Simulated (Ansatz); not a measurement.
# BN (P6_3/mmc) in Ansatz: further runs

The runs below take BN through relaxation of cell and atoms, with PBEsol+D3(BJ), PBEsol+D4.

Everything below comes from runs of Ansatz 0.2.0. Logs are shortened: lines on timing, memory, paths and dates and some standing lists are left out, and cuts for length are marked.

## Step 1: The structure

The structure is hexagonal, space group P6_3/mmc (No. 194). Conventional cell: a = 2.498 Å, b = 2.498 Å, c = 6.636 Å, α = 90.00°, β = 90.00°, γ = 120.00°. Around N (site symmetry -6m2) lie 3 B at 1.44 Å. B (site symmetry -6m2) is surrounded by 3 N at 1.44 Å.

## Step 2: Relaxation of cell and atoms, PBEsol+D3(BJ)

File input.yaml:

```yaml
crystal:
  lattice:
    - [2.49824, 0.0, 0.0]
    - [-1.24912, 2.1635393048, 0.0]
    - [0.0, 0.0, 6.6357]
  atoms:
    - { symbol: "N", position: [0.6666666667, 0.3333333333, 0.25] }
    - { symbol: "N", position: [0.3333333333, 0.6666666667, 0.75] }
    - { symbol: B, position: [0.6666666667, 0.3333333333, 0.75] }
    - { symbol: B, position: [0.3333333333, 0.6666666667, 0.25] }
hamiltonian:
  xc: pbesol
  pseudopotentials: { kind: paw }
  dispersion: d3bj
kpoints:
  mp_grid: { grid: [12, 12, 4] }
scf:
  occupations: { method: fermi_dirac, width: 0.05 }
output:
  forces: true
  stress: true
  write_density: true
  write_potential: true
  elf: true
  volumetric_format: npy
relax:
  f_tol: 0.01
  max_steps: 40
  cell: { stress_tol: 0.05 }
```

Potentials or basis: Ansatz PAW.

Launch:

```sh
$ ansatz run input.yaml --threads 2 --pin off --max-ram 5632MiB --backend cpu --events-out ev --progress --plain --runs-dir out
```

Output:

```text
Warning: RAYON_NUM_THREADS=2 ignored (pool sized by the plan → 2); use --threads N
Engine: ansatz 0.2.0, x86_64-unknown-linux-gnu
Pseudopotentials: kind: paw
Pseudopotential: N, paw, valence charge 5, recommended cutoff 420 eV (normal), N.paw.azcp
Pseudopotential: B, paw, valence charge 3, recommended cutoff 420 eV (normal), B.paw.azcp
Functional definition: PBEsol
  exchange = pbesol_x
  correlation = pbesol_c
Crystal: 4 atoms, lattice volume = 35.866 Å³
Basis set: ecut = 420 eV, 689 PW (Γ), exchange–correlation on 36×36×90 points (8 copies of the dense FFT grid, shifted against one another)
Bands: 12, of which v1, the nominal top of the filled ones, is band 8 counted from 1 (7 counted from 0)
Symmetry: 24 space group operations
Space group: P63/mmc (ITA 194), of the structure as read, at distance tolerance 3.3e-5 Å
k-points: 57 of 576
Non-local potential: N, projectors of the file, l = 0: 2, l = 1: 2, l = 2: 1
Non-local potential: B, projectors of the file, l = 0: 2, l = 1: 2, l = 2: 1
PAW form: soft (Blöchl's): semilocal exchange-correlation on the pseudo side does not see the compensation charge
PAW frozen core: N, regenerated for the run's functional, and the local potential with it (the file was generated under x = pbe(κ = 0.804, μ = 0.2195149727645171), c = pbe(β = 0.06672455060314922))
PAW frozen core: B, regenerated for the run's functional, and the local potential with it (the file was generated under x = pbe(κ = 0.804, μ = 0.2195149727645171), c = pbe(β = 0.06672455060314922))
PAW one-centre angular grid: N, 110 points (default); XC on 64 Gauss nodes
PAW one-centre angular grid: B, 110 points (default); XC on 64 Gauss nodes
Initial density: superposition of atomic densities (neutral atoms: chi_scale 0, normalization atom), corrected by the library's trained network
Initial wavefunctions: pseudopotential atomic-orbital guess
Functional: x = pbesol(κ = 0.804, μ = 0.12345679012345678), c = pbesol(β = 0.046)
SCF iter   1: F=—  HF=-1067.964059 eV  |F-HF|=—  |Δ(HF+E_count)|=         —  Δρ=8.58e-3  dr2=2.39e-2  ethr=1.77e-3  ⟨swp⟩=6.6  Hψ=4218  notcnv=0
preconditioner: auto → none  [insulator: Δε(μ)=4.091 eV  Ē_g=15.733 eV  σ=0.050 eV  W_gap=1.00  n_scr=4 (ndim 8)  ℏωp=24.8 eV  f_vac=0.022  D(μ)=0.00/eV (n_scr^D=0)  ε∞_Penn≈3.5]
SCF iter   2: F=—  HF=-1067.958261 eV  |F-HF|=—  |Δ(HF+E_count)|=   5.80e-3  Δρ=3.02e-3  dr2=2.27e-3  ethr=1.49e-4  ⟨swp⟩=2.6  Hψ=1752  notcnv=0
SCF iter   3: F=—  HF=-1067.957735 eV  |F-HF|=—  |Δ(HF+E_count)|=   5.26e-4  Δρ=8.27e-4  dr2=1.57e-4  ethr=1.42e-5  ⟨swp⟩=2.3  Hψ=1138  notcnv=0
SCF iter   4: F=—  HF=-1067.957819 eV  |F-HF|=—  |Δ(HF+E_count)|=   8.41e-5  Δρ=1.36e-4  dr2=2.83e-6  ethr=9.83e-7  ⟨swp⟩=2.7  Hψ=1161  notcnv=0
SCF iter   5: F=—  HF=-1067.957822 eV  |F-HF|=—  |Δ(HF+E_count)|=   3.08e-6  Δρ=1.37e-5  dr2=3.01e-8  ethr=1.77e-8  ⟨swp⟩=2.2  Hψ=1054  notcnv=0
SCF iter   6: F=-1067.957822 eV  HF=-1067.957822 eV  |F-HF|=6.04e-10  |Δ(HF+E_count)|=   6.33e-8  Δρ=9.85e-7  dr2=2.06e-10  ethr=1.88e-10  ⟨swp⟩=5.2  Hψ=3769  notcnv=0
SCF 1 converged in 6 iterations: F = -1067.957822 eV  dr2 = 2.06e-10
relax step   1: F+E_penalty+E_count = -1067.95782236 eV  Δ(F+E_penalty+E_count) = +0.000e0 eV  max|allowed force component| = 1.186e-15 eV/Å  Δτ_max = 0.0000 Å  P = +0.321 GPa  Ω = 35.866 Å³  (6 SCF iters, dr2 threshold 1.00e-7 eV, accepted)
Crystal: 4 atoms, lattice volume = 35.218 Å³
Basis set: ecut = 420 eV, 687 PW (Γ), exchange–correlation on 36×36×90 points (8 copies of the dense FFT grid, shifted against one another)
Initial density: handed on by an earlier stage of this run
Initial wavefunctions: those handed on with the density
iter 1 solved again at ethr=1.01e-5 eV; its pass at ethr=3.10e-3 eV (dr2=1.62e-3 eV) is discarded
SCF iter   1: F=—  HF=-1067.963517 eV  |F-HF|=—  |Δ(HF+E_count)|=         —  Δρ=2.10e-3  dr2=1.98e-3  ethr=1.01e-5  ⟨swp⟩=2.0  Hψ=5389  notcnv=0
preconditioner: auto → none  [insulator: Δε(μ)=4.153 eV  Ē_g=15.824 eV  σ=0.050 eV  W_gap=1.00  n_scr=4 (ndim 8)  ℏωp=25.0 eV  f_vac=0.006  D(μ)=0.00/eV (n_scr^D=0)  ε∞_Penn≈3.5]
SCF iter   2: F=—  HF=-1067.963246 eV  |F-HF|=—  |Δ(HF+E_count)|=   2.71e-4  Δρ=9.07e-4  dr2=2.72e-4  ethr=1.01e-5  ⟨swp⟩=2.5  Hψ=1084  notcnv=0
SCF iter   3: F=—  HF=-1067.963286 eV  |F-HF|=—  |Δ(HF+E_count)|=   4.01e-5  Δρ=2.02e-4  dr2=1.08e-5  ethr=1.70e-6  ⟨swp⟩=2.3  Hψ=1156  notcnv=0
iter 4 did not close the SCF: its close was put off for the readings that it lacked (scf_convergence_deferred on its scf_iter line)
SCF iter   4: F=-1067.963292 eV  HF=-1067.963292 eV  |F-HF|=2.59e-7  |Δ(HF+E_count)|=   5.59e-6  Δρ=3.59e-5  dr2=2.12e-7  ethr=6.73e-8  ⟨swp⟩=2.8  Hψ=1128  notcnv=0
[... 40 lines left out ...]
SCF iter   4: F=-1067.962754 eV  HF=-1067.962754 eV  |F-HF|=3.93e-8  |Δ(HF+E_count)|=   8.38e-7  Δρ=1.43e-5  dr2=3.31e-8  ethr=1.00e-8  ⟨swp⟩=2.6  Hψ=1007  notcnv=0
iter 5 did not close the SCF: its close was put off for the readings that it lacked (scf_convergence_deferred on its scf_iter line)
SCF iter   5: F=-1067.962754 eV  HF=-1067.962754 eV  |F-HF|=2.14e-10  |Δ(HF+E_count)|=   4.43e-8  Δρ=1.09e-6  dr2=2.11e-10  ethr=2.07e-10  ⟨swp⟩=2.4  Hψ=1086  notcnv=0
SCF iter   6: F=-1067.962754 eV  HF=-1067.962754 eV  |F-HF|=2.27e-13  |Δ(HF+E_count)|=  2.99e-10  Δρ=9.33e-8  dr2=1.65e-12  ethr=1.32e-12  ⟨swp⟩=4.0  Hψ=3267  notcnv=0
SCF 5 converged in 6 iterations: F = -1067.962754 eV  dr2 = 1.65e-12
relax step   5: F+E_penalty+E_count = -1067.96275393 eV  Δ(F+E_penalty+E_count) = -1.145e-3 eV  max|allowed force component| = 2.961e-16 eV/Å  Δτ_max = 0.0000 Å  P = -0.005 GPa  Ω = 34.750 Å³  energy of the carried Pulay correction = +9.755e-4 eV  (6 SCF iters, dr2 threshold 1.58e-7 eV, accepted)
iter 1 solved again at ethr=1.11e-7 eV; its pass at ethr=3.10e-3 eV (dr2=1.78e-5 eV) is discarded
SCF iter   1: F=—  HF=-1067.961706 eV  |F-HF|=—  |Δ(HF+E_count)|=         —  Δρ=5.36e-5  dr2=1.31e-7  ethr=1.11e-7  ⟨swp⟩=3.1  Hψ=5888  notcnv=0
preconditioner: auto → none  [insulator: Δε(μ)=4.103 eV  Ē_g=15.833 eV  σ=0.050 eV  W_gap=1.00  n_scr=4 (ndim 8)  ℏωp=25.2 eV  f_vac=0.007  D(μ)=0.00/eV (n_scr^D=0)  ε∞_Penn≈3.5]
SCF iter   2: F=—  HF=-1067.961704 eV  |F-HF|=—  |Δ(HF+E_count)|=   2.30e-6  Δρ=2.57e-5  dr2=2.44e-8  ethr=8.18e-10  ⟨swp⟩=2.2  Hψ=1094  notcnv=0
SCF iter   3: F=—  HF=-1067.961704 eV  |F-HF|=—  |Δ(HF+E_count)|=   1.45e-7  Δρ=4.04e-6  dr2=1.06e-9  ethr=1.53e-10  ⟨swp⟩=2.4  Hψ=1114  notcnv=0
iter 4 did not close the SCF: its close was put off for the readings that it lacked (scf_convergence_deferred on its scf_iter line)
SCF iter   4: F=-1067.961704 eV  HF=-1067.961704 eV  |F-HF|=3.77e-11  |Δ(HF+E_count)|=   3.59e-9  Δρ=4.06e-7  dr2=1.63e-11  ethr=6.63e-12  ⟨swp⟩=2.0  Hψ=1140  notcnv=0
iter 5 did not close the SCF: its close was put off for the readings that it lacked (scf_convergence_deferred on its scf_iter line)
SCF iter   5: F=-1067.961704 eV  HF=-1067.961704 eV  |F-HF|=0.00e0  |Δ(HF+E_count)|=  4.05e-11  Δρ=4.25e-8  dr2=2.62e-13  ethr=1.00e-12  ⟨swp⟩=1.0  Hψ=684  notcnv=0
iter 6 did not close the SCF: its close was put off for the readings that it lacked (scf_convergence_deferred on its scf_iter line)
SCF iter   6: F=-1067.961704 eV  HF=-1067.961704 eV  |F-HF|=4.55e-13  |Δ(HF+E_count)|=  6.82e-13  Δρ=1.41e-8  dr2=4.45e-14  ethr=1.00e-12  ⟨swp⟩=1.0  Hψ=684  notcnv=0
iter 7 did not close the SCF: its close was put off for the readings that it lacked (scf_convergence_deferred on its scf_iter line)
SCF iter   7: F=-1067.961704 eV  HF=-1067.961704 eV  |F-HF|=6.82e-13  |Δ(HF+E_count)|=  2.27e-13  Δρ=2.75e-9  dr2=1.09e-15  ethr=1.00e-12  ⟨swp⟩=1.0  Hψ=684  notcnv=0
SCF iter   8: F=-1067.961704 eV  HF=-1067.961704 eV  |F-HF|=0.00e0  |Δ(HF+E_count)|=    0.00e0  Δρ=2.22e-9  dr2=1.16e-15  ethr=1.00e-12  ⟨swp⟩=2.2  Hψ=2096  notcnv=0
SCF 6 converged in 8 iterations: F = -1067.961704 eV  dr2 = 1.16e-15
relax step   6: F+E_penalty+E_count = -1067.96170419 eV  Δ(F+E_penalty+E_count) = +1.050e-3 eV  max|allowed force component| = 2.984e-16 eV/Å  Δτ_max = 0.0000 Å  P = -0.032 GPa  Ω = 34.750 Å³  stress off target by 4.62e-2 GPa  SCF on the basis re-selected at this cell (its energy is not comparable with the rows above)  (8 SCF iters)
basis re-selected at this cell: Δ(F+E_penalty+E_count) = +1.050e-3 eV, ΔP = -0.027 GPa vs the last step (what re-selecting the basis moved, of the pressure what is left beyond the Pulay correction that the steps carried, after the strain that the cell walked since its last selection, with what the two solves' SCF thresholds leave and, on support functions, any second-order correction that the steps lacked; it is no measure of the basis error at this ecutwfc). This SCF's stress stands 4.62e-2 GPa from its target on what of the cell is left free (relax.cell.stress_tol is 5.00e-2 GPa) and its largest allowed force component is 2.98e-16 eV/Å (relax.f_tol is 1.00e-2 eV/Å): within both
SCF converged after 8 iterations
Free energy (F): -1067.961704 eV
Harris-Foulkes:  -1067.961704 eV  (|F-HF|=0.00e0)
Internal energy: -1067.961704 eV  (E = F + TS)
E sigma→0 (E₀):  -1067.961704 eV
Fermi energy:    7.172197 eV
--- Per-component energies (eV) ---
  E_band       = -33.079807
  E_kinetic    = 366.175698
  E_local      = -658.118496  (includes V_loc(G=0)·N_el)
  E_nonlocal   = 116.115400
  E_hartree    = 208.205077
  E_xc         = -182.659875
  E_vxc        = -227.643662  (∫ρ·V_xc dr)
  E_paw        = -397.919375  (= ΣΔE_a)
  E_vpaw       = -46.019092  (= ΣTr[D̂ρ^β])
  E_aug_tail   = 0.000190  (compensation charges beyond the density's cutoff)
  E_ewald      = -519.426733
  E_disp       = -0.419210  (pairwise vdW)
  E_core_change = 0.085620  (= ΣΔE_core)
  E_smearing   = -0.000000  (= −TS)
  E_closure    = -0.000000  (closes the sum)
  Σ components = -1067.961704   (vs F -1067.961704, Δ=0.00e0)
--- Forces (eV/Å), atoms counted from 1 ---
  atom   1  N     -0.00000000    -0.00000000    -0.00000000
  atom   2  N      0.00000000     0.00000000     0.00000000
  atom   3  B     -0.00000000    -0.00000000    -0.00000000
  atom   4  B      0.00000000     0.00000000     0.00000000
  max |Σ_I F_I| component: 8.33e-17 eV/Å
--- Stress (GPa, compression-positive) ---
       -0.024798      -0.000000      -0.000000
       -0.000000      -0.024798       0.000000
       -0.000000       0.000000      -0.046202
  P = ⅓ Tr σ = -0.0319 GPa (-0.319 kbar)
--- Band table (eV; the first three rows and the last of 57) ---
  k-point 0: bands = ["-12.7753", "-12.3841", "-1.4245", "1.1319", "3.7453", "3.7453", "3.7987", "3.7987", "10.3328", "15.6487", "16.5913", "16.5913"]
  k-point 1: bands = ["-12.7221", "-12.4457", "-1.1174", "0.6579", "3.7531", "3.7531", "3.7900", "3.7900", "11.1203", "14.7847", "16.6145", "16.6145"]
  k-point 2: bands = ["-12.5879", "-12.5879", "-0.3056", "-0.3056", "3.7719", "3.7719", "3.7719", "3.7719", "12.9324", "12.9324", "16.6723", "16.6723"]
  k-point 56: bands = ["-8.8567", "-8.8567", "-2.9139", "-2.9139", "-2.0832", "-2.0832", "5.0450", "5.0450", "9.6299", "9.6299", "16.7952", "16.7952"]
--- Relaxed structure (4 steps of the walk, 4 accepted, 2 SCFs on fresh bases) ---
  F+E_penalty+E_count = -1067.96170419 eV   max|allowed force component| = 2.984e-16 eV/Å   (the final SCF, on the basis selected at the relaxed cell)
  cell:  # Å, volume = 34.7502 Å³
    - [2.500497999801202, -6.990893377681095e-34, 7.781168281245046e-34]
    - [-1.250248999900601, 2.165494789940017, -1.2795827068685195e-18]
    - [1.0333974790906062e-33, -3.9245540625154495e-18, 6.417606971500709]
  atoms:
    - { symbol: N, position: [0.6666666666666666, 0.3333333333333333, 0.24999999999999997] }
    - { symbol: N, position: [0.3333333333333333, 0.6666666666666666, 0.75] }
    - { symbol: B, position: [0.6666666666666666, 0.3333333333333333, 0.75] }
    - { symbol: B, position: [0.3333333333333333, 0.6666666666666666, 0.24999999999999997] }
```

It took 10 s on 2 threads of Intel Xeon at 2.50GHz (Skylake/Cascade Lake), shared host; peak memory 0.35 GiB.

Results:

```yaml
Free_energy: -1067.9617 eV
Relaxed_volume: 8.69 Å³/atom
Relaxed_cell: a = 2.500 Å, b = 2.500 Å, c = 6.418 Å, α = 90.00°, β = 90.00°, γ = 120.00°
Space_group_after_relaxing_to_0.05_Å: P6_3/mmc (No. 194)
Energy_gained_by_relaxing: 1.0 meV/atom
Ionic_steps: 6
Pressure_after_relaxing: 0.0 GPa
Band_gap_on_the_k_mesh: 4.10 eV, indirect (least direct gap 4.49 eV)
```

Step by step:
```csv
step,energy change (eV),largest force (eV/Å),volume (Å³)
1,0.0000,0.0000,35.87
2,-0.0055,0.0000,35.22
3,-0.0067,0.0000,34.98
4,-0.0038,0.0000,34.98
5,-0.0049,0.0000,34.75
6,-0.0039,0.0000,34.75
```

Final structure:
```
N B
1.0
     2.50050    0.00000    0.00000
    -1.25025    2.16549    0.00000
     0.00000    0.00000    6.41761
N B
2 2
Direct
  0.66667 0.33333 0.25000
  0.33333 0.66667 0.75000
  0.66667 0.33333 0.75000
  0.33333 0.66667 0.25000
```

Levels at points of the mesh, in eV from the valence-band top:
| k point | band 6 | band 7 | band 8 | band 9 | band 10 | band 11 |
| --- | --- | --- | --- | --- | --- | --- |
| (0.00, 0.00, 0.00) | -1.34 | -1.28 | -1.28 | 5.25 | 10.57 | 11.51 |
| (0.00, 0.00, -0.50) | -1.31 | -1.31 | -1.31 | 7.85 | 7.85 | 11.59 |
| (0.00, -0.50, 0.00) | -4.10 | -1.62 | -0.39 | 4.10 | 5.74 | 9.49 |
| (0.00, -0.50, -0.50) | -4.14 | -0.97 | -0.97 | 4.62 | 4.62 | 9.90 |

Caveat: the plane-wave basis is chosen anew once the cell has moved, so the energies of steps on either side of that aren't comparable; the pressure holds a Pulay correction of +0.6 GPa for the finite cutoff; the PAW data sets come from PBE, with cores solved anew for the run's functional, which leaves a small shift of forces and pressure. A k mesh can miss the band edges.

(Continued in part 2 of 2.)
